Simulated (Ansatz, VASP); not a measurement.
**Cs in VASP and in Ansatz**

INCAR

```
SYSTEM = Cs
PREC = Accurate ; ENCUT = 520
EDIFF = 1E-7 ; ISMEAR = 0
SIGMA = 0.05 ; LREAL = .FALSE.
LASPH = .TRUE. ; NELM = 100
ALGO = Normal ; ISIF = 2
LWAVE = .FALSE. ; LCHARG = .FALSE.
GGA = PE ; NBANDS = 10
```

Contents of KPOINTS:

```
Automatic mesh
0
G
  10 10 10
  0 0 0
```

POSCAR

```
Cs
1.0
    0.0000000000      3.8163365278      3.8163365278
    3.8163365278      0.0000000000      3.8163365278
    3.8163365278      3.8163365278      0.0000000000
Cs
1
Direct
    0.0000000000      0.0000000000      0.0000000000
```

Input for Ansatz:

```yaml
crystal:
  lattice:
    - [0.0, 3.8163365278, 3.8163365278]
    - [3.8163365278, 0.0, 3.8163365278]
    - [3.8163365278, 3.8163365278, 0.0]
  atoms:
    - { symbol: Cs, position: [0.0, 0.0, 0.0] }
basis:
  ecutwfc: 600
  ecutrho_ratio: 5
kpoints:
  mp_grid: { grid: [10, 10, 10] }
hamiltonian:
  xc: pbe
scf:
  occupations: { method: gaussian, width: 0.05 }
output:
  forces: true
  stress: true
  eigenvalues: true
```

Alike in both runs: task single point; functional PBE; k mesh 10 × 10 × 10; occupations gaussian, width 0.05 eV; no spin polarisation.

|  | VASP | Ansatz |
| --- | --- | --- |
| version | VASP 6.6.1 | Ansatz 0.2.0 |
| potentials or method | VASP PAW PBE potentials, release 64 (Cs_sv) | scalar-relativistic, plane waves, PAW |
| plane-wave cutoff (eV) | 520 | 600 |
| valence electrons in the cell | 9 | 9 |

```tsv
	VASP	Ansatz	Ansatz less VASP
pressure (GPa)	0.1	0.1	+0.01
```

Spin-orbit coupling is left out, which matters for the levels of Cs.
